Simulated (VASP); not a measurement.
# InPd (Pm-3m) in VASP: further runs

Aim: see how the results for InPd move with the level of theory and the settings. Levels: PW91, AM05. Tasks: relaxation of cell and atoms.

Program: VASP 6.6.1. These are calculated values, not measurements. Logs are shortened: lines on timing, memory, paths and dates and some standing lists are left out, and cuts for length are marked.

## (1) Starting point

The structure is cubic, space group Pm-3m (No. 221). The conventional cell has a = 3.272 Å, b = 3.272 Å, c = 3.272 Å, α = 90.00°, β = 90.00°, γ = 90.00°. In (site symmetry m-3m) is surrounded by 8 Pd at 2.83 Å. Around Pd (site symmetry m-3m) lie 8 In at 2.83 Å.

The cell comes from a database or a generator and needn't be the stable form of this composition.

## (2) Relaxation of cell and atoms, PW91

File INCAR:

```
SYSTEM = InPd
ALGO = Normal ; EDIFF = 1E-6
EDIFFG = -0.01 ; ENCUT = 600
GGA = 91 ; IBRION = 2
ISIF = 3 ; ISMEAR = -1
LASPH = .TRUE. ; LCHARG = .FALSE.
LREAL = .FALSE. ; LWAVE = .FALSE.
NELM = 80 ; NSW = 60
PREC = Accurate ; SIGMA = 0.05
```

File KPOINTS:

```
k-points
0
G
  8 8 8
  0 0 0
```

File POSCAR:

```
InPd
1.0
    3.2718847800      0.0000000000      0.0000000000
    0.0000000000      3.2718847800      0.0000000000
    0.0000000000      0.0000000000      3.2718847800
In Pd
1 1
Direct
    0.0000000000      0.0000000000      0.0000000000
    0.5000000000      0.5000000000      0.5000000000
```

Potentials or basis: VASP PAW PBE potentials, release 64 (In_d, Pd).

On the command line:

```console
$ cat potpaw_PBE.64/In_d/POTCAR potpaw_PBE.64/Pd/POTCAR > POTCAR
$ mpirun -np 1 vasp_std > vasp.out
```

OUTCAR:

```text
SYSTEM = InPd
   EDIFF = 1E-6
   EDIFFG = -0.01
   ENCUT = 600
   GGA = 91
   IBRION = 2
   ISIF = 3
   ISMEAR = -1
   LASPH = .TRUE.
   LREAL = .FALSE.
   NELM = 80
   NSW = 60
   PREC = Accurate

 ion  position               nearest neighbor table
   1  0.000  0.000  0.000-   2 2.83   2 2.83   2 2.83   2 2.83   2 2.83   2 2.83   2 2.83   2 2.83

   2  0.500  0.500  0.500-   1 2.83   1 2.83   1 2.83   1 2.83   1 2.83   1 2.83   1 2.83   1 2.83

  LATTYP: Found a simple cubic cell.
 ALAT       =     3.2718847800

  Lattice vectors:

 A1 = (   3.2718847800,   0.0000000000,   0.0000000000)
 A2 = (   0.0000000000,   3.2718847800,   0.0000000000)
 A3 = (   0.0000000000,   0.0000000000,   3.2718847800)

Analysis of symmetry for initial positions (statically):
=====================================================================
 Subroutine PRICEL returns:
 Original cell was already a primitive cell.

 Routine SETGRP: Setting up the symmetry group for a
 simple cubic supercell.

 Subroutine GETGRP returns: Found 48 space group operations
 (whereof 48 operations were pure point group operations)
 out of a pool of 48 trial point group operations.

The static configuration has the point symmetry O_h .

Analysis of symmetry for dynamics (positions and initial velocities):
=====================================================================
 Subroutine PRICEL returns:
 Original cell was already a primitive cell.

 Routine SETGRP: Setting up the symmetry group for a
 simple cubic supercell.

 Subroutine GETGRP returns: Found 48 space group operations
 (whereof 48 operations were pure point group operations)
 out of a pool of 48 trial point group operations.

The dynamic configuration has the point symmetry O_h .

 Subroutine INISYM returns: Found 48 space group operations
 (whereof 48 operations are pure point group operations),
 and found     1 'primitive' translations

----------------------------------------------------------------------------------------

                                     Primitive cell

  volume of cell :      35.0263

  direct lattice vectors                    reciprocal lattice vectors
     3.271884780  0.000000000  0.000000000     0.305634234  0.000000000  0.000000000
     0.000000000  3.271884780  0.000000000     0.000000000  0.305634234  0.000000000
     0.000000000  0.000000000  3.271884780     0.000000000  0.000000000  0.305634234

  length of vectors
     3.271884780  3.271884780  3.271884780     0.305634234  0.305634234  0.305634234

  position of ions in fractional coordinates (direct lattice)
     0.000000000  0.000000000  0.000000000
     0.500000000  0.500000000  0.500000000

  ion indices of the primitive-cell ions
   primitive index   ion index
                 1           1
                 2           2

----------------------------------------------------------------------------------------

 KPOINTS: k-points

Automatic generation of k-mesh.
 Grid dimensions read from file:
 generate k-points for:    8    8    8

 Generating k-lattice:

  Cartesian coordinates                     Fractional coordinates (reciprocal lattice)
     0.038204279  0.000000000  0.000000000     0.125000000  0.000000000  0.000000000
     0.000000000  0.038204279  0.000000000     0.000000000  0.125000000  0.000000000
     0.000000000  0.000000000  0.038204279     0.000000000  0.000000000  0.125000000

  Length of vectors
     0.038204279  0.038204279  0.038204279

  Shift w.r.t. Gamma in fractional coordinates (k-lattice)
     0.000000000  0.000000000  0.000000000

 Subroutine IBZKPT returns following result:
 ===========================================

 Found     35 irreducible k-points:

 Following reciprocal coordinates:
            Coordinates               Weight
  0.000000  0.000000  0.000000      1.000000
  0.125000  0.000000  0.000000      6.000000
  0.250000  0.000000  0.000000      6.000000
  0.375000  0.000000  0.000000      6.000000
  0.500000  0.000000  0.000000      3.000000
  0.125000  0.125000  0.000000     12.000000
[... 16 lines left out ...]
  0.375000  0.375000  0.125000     24.000000
  0.500000  0.375000  0.125000     24.000000
 [... further k-points ...]
   k-points           NKPTS =     35   k-points in BZ     NKDIM =     35   number of bands    NBANDS=     15
   number of dos      NEDOS =    301   number of ions     NIONS =      2
   total plane-waves  NPLWV =  21952
   dimension x,y,z NGX =    28 NGY =   28 NGZ =   28
   dimension x,y,z NGXF=    56 NGYF=   56 NGZF=   56
   ions per type =               1   1
   NGX,Y,Z   is equivalent  to a cutoff of  14.23, 14.23, 14.23 a.u.
   NGXF,Y,Z  is equivalent  to a cutoff of  28.45, 28.45, 28.45 a.u.
 SYSTEM =  InPd
   PREC   = accura    normal or accurate (medium, high low for compatibility)
   ISTART =      0    job   : 0-new  1-cont  2-samecut
   ICHARG =      2    charge: 1-file 2-atom 10-const
   ISPIN  =      1    spin polarized calculation?
   LNONCOLLINEAR =      F non collinear calculations
   LSORBIT =      F    spin-orbit coupling
   LASPH  =      T    aspherical Exc in radial PAW
   ENCUT  =  600.0 eV  44.10 Ry    6.64 a.u.   6.53  6.53  6.53*2*pi/ulx,y,z
   NELM   =     80;   NELMIN=  2; NELMDL= -5     # of ELM steps
   EDIFF  = 0.1E-05   stopping-criterion for ELM
   LREAL  =      F    real-space projection
   EDIFFG = -.1E-01   stopping-criterion for IOM
   NSW    =     60    number of steps for IOM
   IBRION =      2    ionic relax: 0-MD 1-quasi-New 2-CG
   NFREE  =      1    steps in history (QN), initial steepest desc. (CG)
   ISIF   =      3    stress and relaxation
   ISYM   =      2    0-nonsym 1-usesym 2-fastsym
   POTIM  = 0.5000    time-step for ionic-motion
   TEBEG  =    0.0;   TEEND  =   0.0 temperature during run
   PSTRESS=    0.0 pullay stress
   NELECT =      23.0000    total number of electrons
   NUPDOWN=      -1.0000    fix difference up-down
   EMIN   =  10.00;   EMAX   =-10.00  energy-range for DOS
   EFERMI =   0.00;   METHOD = LEGACY
   ISMEAR =    -1;   SIGMA  =   0.05  broadening in eV -4-tet -1-fermi 0-gaus
   EFERMI_NEDOS =   21; number of points for ismear=-14 and -15
   IALGO  =     38    algorithm
   IMIX   =      4    mixing-type and parameters
     AMIX     =   0.40;   BMIX     =  1.00
     AMIX_MAG =   1.60;   BMIX_MAG =  1.00
  volume/ion in A,a.u.               =      17.51       118.18
  Fermi-wavevector in a.u.,A,eV,Ry     =   1.422938  2.688964 27.548447  2.024754
  Thomas-Fermi vector in A             =   2.543589
   LORBIT       =      0    0 simple, 1 ext, 2 COOP (PROOUT), +10 PAW based schemes
   GGA     = 91    functional components
   LHFCALC =     F    Hartree Fock is set to
   AEXX    =    0.0000 exact exchange contribution
   IVDW    =     0    specifies the selected vdW correction
   LEPSILON=     F    determine dielectric tensor
   LRPA    =     F    only Hartree local field effects (RPA)
 conjugate gradient relaxation of ions
 non-spin polarized calculation
  energy-cutoff  :      600.00
  volume of cell :       35.03
 maximum number of plane-waves:      1189
 NGX is ok and might be reduce to    28
   NGX = 13   NGY = 13   NGZ = 13

--------------------------------------- Ionic step        1  -------------------------------------------

 number of electron      23.0000010 magnetization

 Free energy of the ion-electron system (eV)
  ---------------------------------------------------
  ext. energy  EPLUGINS =         0.00000000
  ---------------------------------------------------
  free energy    TOTEN  =        -8.78664912 eV

  energy without entropy =       -8.77645294  energy(sigma->0) =       -8.78155103

 E-fermi :  10.3871     XC(G=0): -12.2595

 val. band max:       10.3708915973   @ k =   0.3750   0.3750   0.1250
 cond. band min:      10.7112144498   @ k =   0.5000   0.3750   0.3750
 fundamental gap:      0.3403228525
 Fermi energy:        10.3870887950

 k-point     1 :       0.0000    0.0000    0.0000
  band No.  band energies     occupation
      1      -4.5213      2.00000
      2      -4.5213      2.00000
      3      -4.1136      2.00000
      4      -4.1136      2.00000
      5      -4.1136      2.00000
      6       0.4146      2.00000
      7       6.6511      2.00000
      8       6.6511      2.00000
      9       8.1892      2.00000
     10       8.1892      2.00000
     11       8.1892      2.00000
     12      14.6790      0.00000
     13      14.6790      0.00000
     14      14.6790      0.00000
     15      19.8870      0.00000
[... 544 lines left out ...]
 POSITION                                       TOTAL-FORCE (eV/Angst)
 -----------------------------------------------------------------------------------
      0.00000      0.00000      0.00000         0.000000      0.000000      0.000000
      1.65489      1.65489      1.65489        -0.000000     -0.000000      0.000000
 -----------------------------------------------------------------------------------
    total drift:                               -0.000000      0.000000      0.000000

  FREE ENERGIE OF THE ION-ELECTRON SYSTEM (eV)
  ---------------------------------------------------
  free  energy   TOTEN  =        -8.8008840293 eV

  energy  without entropy=       -8.7907269029  energy(sigma->0) =       -8.79580547

--------------------------------------- Ionic step        5  -------------------------------------------

 number of electron      23.0000002 magnetization

 Free energy of the ion-electron system (eV)
  ---------------------------------------------------
  ext. energy  EPLUGINS =         0.00000000
  ---------------------------------------------------
  free energy    TOTEN  =        -8.80092336 eV

  energy without entropy =       -8.79077116  energy(sigma->0) =       -8.79584726

 E-fermi :   9.8767     XC(G=0): -12.0728

 val. band max:        9.8237245801   @ k =   0.3750   0.2500   0.1250
 cond. band min:       9.8780135963   @ k =   0.3750   0.3750   0.1250
 fundamental gap:      0.0542890162
 Fermi energy:         9.8766985072

 k-point     1 :       0.0000    0.0000    0.0000
  band No.  band energies     occupation
      1      -4.9504      2.00000
      2      -4.9504      2.00000
      3      -4.5808      2.00000
      4      -4.5808      2.00000
      5      -4.5808      2.00000
      6       0.1729      2.00000
      7       6.3002      2.00000
      8       6.3002      2.00000
      9       7.7552      2.00000
     10       7.7552      2.00000
     11       7.7552      2.00000
     12      14.1096      0.00000
     13      14.1096      0.00000
     14      14.1096      0.00000
     15      18.9428      0.00000
[... 436 lines left out ...]
 POSITION                                       TOTAL-FORCE (eV/Angst)
 -----------------------------------------------------------------------------------
      0.00000      0.00000      0.00000         0.000000      0.000000      0.000000
      1.65426      1.65426      1.65426        -0.000000     -0.000000      0.000000
 -----------------------------------------------------------------------------------
    total drift:                               -0.000000      0.000000      0.000000

  FREE ENERGIE OF THE ION-ELECTRON SYSTEM (eV)
  ---------------------------------------------------
  free  energy   TOTEN  =        -8.8009233601 eV

  energy  without entropy=       -8.7907711580  energy(sigma->0) =       -8.79584726

 reached required accuracy - stopping structural energy minimisation
```

Wall time 82 s (1 thread of Intel Xeon Platinum 8175M at 2.50GHz (Skylake/Cascade Lake), shared host); peak memory 0.17 GiB.

Results:

```yaml
Free_energy: -8.8009 eV
Relaxed_volume: 18.11 Å³/atom
Relaxed_cell: a = 3.309 Å, b = 3.309 Å, c = 3.309 Å, α = 90.00°, β = 90.00°, γ = 90.00°
Space_group_after_relaxing_to_0.05_Å: Pm-3m (No. 221)
Energy_gained_by_relaxing: 7.1 meV/atom
Ionic_steps: 5
Pressure_after_relaxing: -0.1 GPa
Band_gap_on_the_k_mesh: none (metal or under the smearing width)
```

Step by step:
| step | energy change (eV) | largest force (eV/Å) | pressure (GPa) | volume (Å³) |
| --- | --- | --- | --- | --- |
| 1 | 0.0000 | 0.0000 | 4.10 | 35.03 |
| 2 | -0.0018 | 0.0000 | -3.25 | 37.35 |
| 3 | -0.0143 | 0.0000 | 0.23 | 36.18 |
| 4 | -0.0142 | 0.0000 | -0.30 | 36.26 |
| 5 | -0.0143 | 0.0000 | -0.06 | 36.22 |

Final structure:
```yaml
crystal:
  lattice:
    - [3.30852, 0.00000, 0.00000]
    - [0.00000, 3.30852, 0.00000]
    - [0.00000, 0.00000, 3.30852]
  atoms:
    - { symbol: In, position: [0.00000, 0.00000, 0.00000] }
    - { symbol: Pd, position: [0.50000, 0.50000, 0.50000] }
```

Caveat: the PAW data sets were made with another functional, which shifts forces and pressure a little.

## (3) Relaxation of cell and atoms, AM05

File INCAR:

```
  ALGO = Fast
  EDIFF = 1E-7
  EDIFFG = -0.005
  ENCUT = 600
  GGA = AM
  IBRION = 2
  ISIF = 3
  ISMEAR = -1
  LASPH = True
  LCHARG = False
  LREAL = False
  LWAVE = False
  NELM = 80
  NSW = 40
  PREC = Accurate
  SIGMA = 0.05
```

File KPOINTS:

```
k-points
0
Gamma
  8 8 8
```

POSCAR is that of step 2.

Potentials or basis: VASP PAW PBE potentials, release 64 (In_d, Pd).

On the command line:

```console
$ cat potpaw_PBE.64/In_d/POTCAR potpaw_PBE.64/Pd/POTCAR > POTCAR
$ mpirun -np 1 vasp_std > vasp.out
```

It took 2.2 min on 1 thread of Intel Xeon Platinum 8175M at 2.50GHz (Skylake/Cascade Lake), shared host; peak memory 0.18 GiB.

It converged, with:

- Free energy: -9.4407 eV
- Relaxed volume: 17.09 Å³/atom
- Relaxed cell: a = 3.245 Å, b = 3.245 Å, c = 3.245 Å, α = 90.00°, β = 90.00°, γ = 90.00°
- Space group after relaxing (to 0.05 Å): Pm-3m (No. 221)
- Energy gained by relaxing: 4.3 meV/atom
- Ionic steps: 3
- Pressure after relaxing: 0.0 GPa
- Band gap on the k mesh: none (metal or under the smearing width)

The path:
```
step  energy change (eV)  largest force (eV/Å)  pressure (GPa)  volume (Å³)
   1              0.0000                0.0000           -3.13        35.03
   2              0.0013                0.0000            3.79        33.32
   3             -0.0086                0.0000           -0.03        34.18
```

Final structure:
```
In Pd
1.0
     3.24532    0.00000    0.00000
     0.00000    3.24532    0.00000
     0.00000    0.00000    3.24532
In Pd
1 1
Direct
  0.00000 0.00000 0.00000
  0.50000 0.50000 0.50000
```

Levels at points of the mesh, in eV from the Fermi level:
```tsv
k point	band 8	band 9	band 10	band 11	band 12	band 13	band 14	band 15
(0.00, 0.00, 0.00)	-3.83	-2.22	-2.22	-2.22	4.33	4.33	4.33	9.83
(0.50, 0.00, 0.00)	-3.83	-3.26	-3.26	-2.31	-1.03	9.86	9.86	10.02
(0.50, 0.50, 0.00)	-2.65	-2.65	-2.37	-2.37	-1.62	1.68	2.63	9.74
(0.50, 0.50, 0.50)	-4.94	-1.58	-1.58	0.11	3.87	3.87	3.87	4.57
```

Caveat: the PAW data sets were made with another functional, which shifts forces and pressure a little.

## (4) The reference run

An earlier run on the cell as given: functional PBE; potentials or basis VASP PAW PBE potentials, release 64 (In_d, Pd); cutoff 520 eV; k mesh 8 × 8 × 8; occupations fermi-dirac, width 0.05 eV; no spin polarisation.

- Pressure: 3.7 GPa
- Band gap on the k mesh: none (metal or under the smearing width)

## (5) The runs side by side

```csv
task,level,cell,cutoff (eV),gap on the mesh (eV),pressure (GPa),relaxed volume (Å³/atom)
relaxation of cell and atoms,PW91,relaxed,600,none,-0.1,18.11
relaxation of cell and atoms,AM05,relaxed,600,none,0.0,17.09
single point,PBE,as given,520,none,3.7,-
```

Alike in all rows: potentials or basis VASP PAW PBE potentials, release 64 (In_d, Pd); no spin polarisation; k mesh 8 × 8 × 8; smearing fermi-dirac 0.05 eV.

Caveats: the PAW data sets were made with another functional, which shifts forces and pressure a little (some runs).

Total energies depend on the potentials used, so only differences within one code and one set of settings carry meaning.
